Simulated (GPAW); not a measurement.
W, 1 atom in the cell. It takes space group Im-3m (No. 229, cubic). The conventional cell has a = 3.165 Å, b = 3.165 Å, c = 3.165 Å, α = 90.00°, β = 90.00°, γ = 90.00°. W (site symmetry m-3m) is surrounded by 8 W at 2.74 Å. 

* Program: GPAW 26.7.0
* Task: equation of state
* Functional: PBEsol
* Potentials or basis: PAW data sets generated in the run's folder for this functional
* Cutoff: 600 eV
* Basis: pw
* k mesh: 12 × 12 × 12
* Occupations: fermi-dirac, width 0.05 eV
* Spin: no spin polarisation
* Maxiter: 150
* Eos scales: [0.94, 0.96, 0.98, 1.0, 1.02, 1.04, 1.06]

Potentials or basis: PAW data sets generated in the run's folder for this functional, pw.

Run with:

```console
$ gpaw-setup -f PBEsol W
$ OMP_NUM_THREADS=1 python run.py
```

Hardware: 1 thread of Arm Neoverse V1 (shared host).

Task: Estimate the wall time of this run.

Result: It took 71 s on 1 thread of Arm Neoverse V1, on a shared host, peak memory 0.2 GiB. Counts: scf iterations 56, plane waves 531, bands 16, k points 72.
